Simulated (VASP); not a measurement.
A run of VASP 6.6.1:

The input INCAR:

```
PREC = Accurate ; ENCUT = 600
EDIFF = 1E-7 ; ISMEAR = 0
SIGMA = 0.03 ; LREAL = F
LASPH = T ; NELM = 80
ALGO = Normal ; ISIF = 3
LWAVE = F ; LCHARG = F
GGA = PS ; IBRION = 2
NSW = 90 ; EDIFFG = -0.005
KPAR = 4
```

File KPOINTS:

```
Automatic mesh
0
Gamma
  4 8 4
```

File POSCAR:

```
BaH2                                    
1.0
    6.7145168833      0.0000000000      0.0000000000
   -0.0000000000      4.1148986204      0.0000000000
    0.0000000000      0.0000000000      7.7606177979
  Ba              H             
     4     8
Direct
     0.2602191851359665    0.2500000000000000    0.8864905744380358
     0.2397808148640335    0.7500000000000000    0.3864905744380359
     0.7602191851359666    0.2500000000000000    0.6135094255619642
     0.7397808148640334    0.7500000000000000    0.1135094255619642
     0.0296708010993644    0.2500000000000000    0.1835953142866273
     0.4703291989006356    0.7500000000000000    0.6835953142866271
     0.5296708010993643    0.2500000000000000    0.3164046857133727
     0.9703291989006357    0.7500000000000000    0.8164046857133729
     0.6455324175210156    0.2500000000000000    0.9297081867086763
     0.8544675824789844    0.7500000000000000    0.4297081867086761
     0.1455324175210157    0.2500000000000000    0.5702918132913237
     0.3544675824789842    0.7500000000000000    0.0702918132913239
```

Potentials or basis: VASP PAW PBE potentials, release 64 (Ba_sv, H).

The run is started by

```sh
$ cat potpaw_PBE.64/Ba_sv/POTCAR potpaw_PBE.64/H/POTCAR > POTCAR
$ mpirun -np 4 vasp_std > vasp.out
```

Hardware: 4 MPI ranks on AMD EPYC 9R45 (Zen 5), with other jobs on the host.

Problem. How long does it take, and how much memory?

Solution. It took 6.6 min on 4 MPI ranks on AMD EPYC 9R45 (Zen 5), with other jobs on the host, peak memory 0.55 GiB a rank. Counts: scf iterations 91, k points 45, ion steps 12.
